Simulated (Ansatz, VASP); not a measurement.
**Tl in VASP and in Ansatz**

```
Tl
1.0
    -2.00068    2.00068    2.00068
     2.00068   -2.00068    2.00068
     2.00068    2.00068   -2.00068
Tl
1
Cartesian
  0.0000 0.0000 0.0000
```

Alike in both runs: task single point; functional PBEsol; k mesh 13 × 13 × 13; occupations fermi-dirac, width 0.1 eV; no spin polarisation.

|  | VASP | Ansatz |
| --- | --- | --- |
| version | VASP 6.6.1 | Ansatz 0.2.0 |
| potentials or method | VASP PAW PBE potentials, release 64 (Tl_d) | plane waves (420 eV) with PAW, scalar-relativistic |
| plane-wave cutoff (eV) | 520 | 420 |
| valence electrons in the cell | 13 | 13 |

```csv
,VASP,Ansatz,Ansatz less VASP
pressure (GPa),-3.0,-3.0,+0.06
```

Ansatz warned: «pseudo_functional_mismatch».

Caveats: the PAW data sets were made with another functional, which shifts forces and pressure a little (VASP). Spin-orbit coupling is left out, which matters for the levels of Tl.
